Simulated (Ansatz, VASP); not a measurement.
# HfH6 in VASP and in Ansatz

```
Hf H
1.0
     3.94682    0.00000    0.00000
     0.00000    3.94682    0.00000
     0.00000    0.00000    3.94682
Hf H
1 6
Direct
  0.00000 0.00000 0.00000
  0.19750 0.50000 0.50000
  0.50000 0.19750 0.50000
  0.80250 0.50000 0.50000
  0.50000 0.80250 0.50000
  0.50000 0.50000 0.19750
  0.50000 0.50000 0.80250
```

Change from the starting cell: species swapped into the LaB6 type (Pm-3m, No. 221).

Alike in both runs: task single point; functional PBE; k mesh 4 × 4 × 4; occupations gaussian, width 0.1 eV; no spin polarisation.

|  | VASP | Ansatz |
| --- | --- | --- |
| version | VASP 6.6.1 | Ansatz 0.2.0 |
| potentials or method | VASP PAW PBE potentials, release 64 (Hf_pv, H) | scalar-relativistic, plane waves, PAW |
| plane-wave cutoff (eV) | 520 | 420 |
| valence electrons in the cell | 16 | 32 |

```tsv
	VASP	Ansatz	Ansatz less VASP
gap on the k mesh at the Fermi level (eV)	none	none	-
pressure (GPa)	-24.5	-24.2	+0.33
rms of the force components (eV/Å)	0.090	0.086	-0.0038
```

Atom by atom the forces differ by 0.004 eV/Å (rms over components). A gap of «none» marks a metal or a gap that the smearing closes. The two sets of potentials don't hold the same shells in valence.

Caveats: the k mesh is coarse (spacing up to 0.40 Å⁻¹), so the values aren't converged; so large a pressure means that the cell lies far from this level's equilibrium, or that cutoff or potentials fall short (VASP). Spin-orbit coupling is left out, which matters for the levels of Hf.
